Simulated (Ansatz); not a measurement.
## Sn (hcp)

Method: r²SCAN, scalar-relativistic; no spin polarisation; PAW, 500 eV, Γ-centred 14×14×8 mesh, 0.05 eV Gaussian smearing; code Ansatz. The datasets are Ansatz's generated set soft_2.

```xyz
2
Lattice="3.3130 0.0000 0.0000 -1.6565 2.8692 0.0000 0.0000 0.0000 5.6781" Properties=species:S:1:pos:R:3 pbc="T T T"
Sn    0.0000    1.9128    4.2586
Sn    1.6565    0.9564    1.4195
```

At room temperature and ambient pressure Sn takes another structure.

Task: Which orbitals carry the states at the Fermi level, and how many states are there?

Result: Within 0.1 eV of it: Sn 5p 83 %, Sn 5s 17 % (shares among the projected shells). The density of states at the Fermi level is about 0.97 states/eV per cell, averaged over 0.3 eV.

Density of states (tetrahedra, averaged over 0.5 eV; states/eV per cell of 2 atoms; energy in eV from the Fermi level; projections on Löwdin-orthogonalised atomic orbitals, summed over sites):

```
    E  total  Sn 5p  Sn 5s
-5.60   0.95   0.22   0.73
-5.10   0.63   0.10   0.52
-4.60   0.12   0.08   0.04
-4.10   0.39   0.35   0.03
-3.60   0.69   0.60   0.09
-3.10   1.11   0.92   0.17
-2.60   1.02   0.81   0.19
-2.10   0.87   0.67   0.19
-1.60   1.06   0.83   0.21
-1.10   0.96   0.76   0.18
-0.60   1.11   0.91   0.17
-0.10   0.97   0.78   0.16
 0.40   1.08   0.88   0.16
 0.90   1.01   0.82   0.14
```
